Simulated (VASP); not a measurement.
VASP 6.6.1 run: MgS

INCAR

```
NBANDS = 11
IVDW = 20
PREC = Accurate
LWAVE = .FALSE.
ENCUT = 520
IBRION = -1
EDIFF = 1E-7
LCHARG = .FALSE.
SIGMA = 0.02
NSW = 0
LASPH = .TRUE.
ISMEAR = -1
ISIF = 2
GGA = PE
NELM = 120
LREAL = .FALSE.
```

KPOINTS

```
KPOINTS created by Atomic Simulation Environment
0
Gamma
8 8 8
0 0 0
```

POSCAR

```
Mg S
 1.0000000000000000
     0.0000000000000000    2.8308768389000001    2.6850866817000001
     2.8308768389000001    0.0000000000000000    2.6850866817000001
     2.8308768389000001    2.8308768389000001    0.0000000000000000
 Mg  S
   1   1
Cartesian
  0.0000000000000000  0.0000000000000000  0.0000000000000000
  1.4154384194500000  1.4154384194500000  1.3425433408499998
```

The recommended PBE PAW datasets give the neutral cell 8 valence electrons.

Command

```
mpirun -np 1 vasp_std
```

**Question.** How does this run end, and what does it give?

**Answer.** It converged. Results: gap between bands v and c on the k mesh 3.63 eV; least direct gap on the k mesh 3.63 eV; pressure 3.2 GPa. Band v is the last that the valence electrons fill when counted band by band, and c is the next.

OSZICAR

```
N       E                     dE             d eps       ncg     rms          rms(c)
DAV:   1     0.251746863377E+02    0.25175E+02   -0.35193E+03  1330   0.582E+02
DAV:   2    -0.707150239942E+01   -0.32246E+02   -0.30580E+02  1630   0.102E+02
DAV:   3    -0.892523758778E+01   -0.18537E+01   -0.18510E+01  1610   0.261E+01
DAV:   4    -0.893974598043E+01   -0.14508E-01   -0.14507E-01  1562   0.280E+00
DAV:   5    -0.893991285066E+01   -0.16687E-03   -0.16687E-03  1710   0.297E-01    0.418E+00
DAV:   6    -0.845915010034E+01    0.48076E+00   -0.11568E+00  1433   0.408E+00    0.325E+00
DAV:   7    -0.842209671853E+01    0.37053E-01   -0.27675E-01  1526   0.217E+00    0.254E+00
DAV:   8    -0.842933470814E+01   -0.72380E-02   -0.22040E-02  1439   0.900E-01    0.142E+00
DAV:   9    -0.842853965753E+01    0.79505E-03   -0.23292E-03  1463   0.243E-01    0.415E-01
DAV:  10    -0.842872364056E+01   -0.18398E-03   -0.55131E-04  1490   0.112E-01    0.837E-02
DAV:  11    -0.842872809365E+01   -0.44531E-05   -0.50989E-05  1543   0.296E-02    0.445E-02
DAV:  12    -0.842872945063E+01   -0.13570E-05   -0.50884E-06  1505   0.116E-02    0.605E-03
DAV:  13    -0.842872944844E+01    0.21926E-08   -0.20552E-07  1616   0.240E-03
   1 F= -.90196580E+01 E0= -.90196580E+01  d E =-.271344E-11
```

For comparison, a separate PBE run of the intended cell, on usual settings and not on those above, gives a gap of 3.63 eV on its mesh and a pressure of 4.3 GPa.
